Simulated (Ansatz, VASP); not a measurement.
# Cu in VASP and in Ansatz

INCAR

```
PREC     = Accurate       # precision mode
ENCUT    = 520            # plane-wave cutoff, eV
EDIFF    = 1E-6           # SCF threshold, eV
ISMEAR   = 0              # smearing method
SIGMA    = 0.1            # smearing width, eV
LREAL    = F              # projectors in reciprocal space
LASPH    = T              # aspherical terms in the spheres
NELM     = 60             # most SCF steps
ALGO     = Normal         # electronic algorithm
ISIF     = 2              # what is computed and relaxed
LWAVE    = F              # write WAVECAR
LCHARG   = F              # write CHGCAR
GGA      = PE             # functional
NBANDS   = 12             # bands
```

Contents of KPOINTS:

```
Automatic mesh
0
Gamma
  8 8 8
```

The input POSCAR:

```
Cu
1.0
    0.0000000000      1.8075000000      1.8075000000
    1.8075000000      0.0000000000      1.8075000000
    1.8075000000      1.8075000000      0.0000000000
Cu
1
Direct
    0.0000000000      0.0000000000      0.0000000000
```

Input for Ansatz:

```yaml
crystal:
  lattice:
    - [0.0, 1.8075, 1.8075]
    - [1.8075, 0.0, 1.8075]
    - [1.8075, 1.8075, 0.0]
  atoms:
    - { symbol: Cu, position: [0.0, 0.0, 0.0] }
basis:
  ecutwfc: 420
kpoints:
  mp_grid: { grid: [8, 8, 8] }
hamiltonian:
  xc: pbe
scf:
  occupations: { method: gaussian, width: 0.1 }
output:
  forces: true
  stress: true
  eigenvalues: true
```

Alike in both runs: task single point; functional PBE; k mesh 8 × 8 × 8; occupations gaussian, width 0.1 eV; no spin polarisation.

```csv
,VASP,Ansatz
version,VASP 6.6.1,Ansatz 0.2.0
potentials or method,"VASP PAW PBE potentials, release 64 (Cu)","scalar-relativistic, plane waves, PAW"
plane-wave cutoff (eV),520,420
valence electrons in the cell,11,19
```

|  | VASP | Ansatz | Ansatz less VASP |
| --- | --- | --- | --- |
| gap on the k mesh at the Fermi level (eV) | none | none | - |
| pressure (GPa) | 3.2 | 2.6 | -0.54 |

A gap of «none» marks a metal or a gap that the smearing closes. The two sets of potentials don't hold the same shells in valence.

Caveats: the k mesh is coarse (spacing up to 0.38 Å⁻¹), so the values aren't converged.
